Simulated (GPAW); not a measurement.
Here is a GPAW 26.7.0 calculation.

Contents of run.py:

```python
from ase.dft.bandgap import bandgap
from ase.io import read, write
from ase.units import GPa
from gpaw import GPAW, PW

atoms = read('BP.xyz')

calc = GPAW(mode=PW(800),
            xc='PBE',
            kpts={'size': (10, 10, 10), 'gamma': True},
            occupations={'name': 'methfessel-paxton', 'order': 0, 'width': 0.026000000000000002},
            nbands=11,
            convergence={'density': 1e-05, 'energy': 1e-05},
            maxiter=150,
            txt='gpaw.txt')
atoms.calc = calc
energy = atoms.get_potential_energy()
forces = atoms.get_forces()
stress = atoms.get_stress()
calc.write('gs.gpw')
write('result.traj', atoms)
print(f'Energy: {energy:.6f} eV')
print('Forces (eV/A):')
print(forces.round(4))
print('Stress (GPa):', (stress / GPa).round(3))
print('Fermi level:', round(calc.get_fermi_level(), 4), 'eV')
print(f'Gap: {bandgap(calc)[0]:.4f} eV, direct: {bandgap(calc, direct=True)[0]:.4f} eV')
```

Contents of BP.xyz:

```xyz
2
Lattice="0.0000000000 2.2690000000 2.2690000000 2.2690000000 0.0000000000 2.2690000000 2.2690000000 2.2690000000 0.0000000000" Properties=species:S:1:pos:R:3 pbc="T T T"
P      3.4035000000      3.4035000000      3.4035000000
B      0.0000000000      0.0000000000      0.0000000000
```

Potentials or basis: GPAW PAW data sets (gpaw-data 1.2.1), pw.

Launch:

```console
$ OMP_NUM_THREADS=1 python run.py
```

Problem. What does it give for the pressure?

Solution. 1.4 GPa.

Problem. Predict the band gap on the k mesh.

Solution. 1.24 eV, indirect (least direct gap 3.41 eV).

A k mesh can miss the band edges. A hybrid or GW would open this gap; PBE tends to underestimate it.
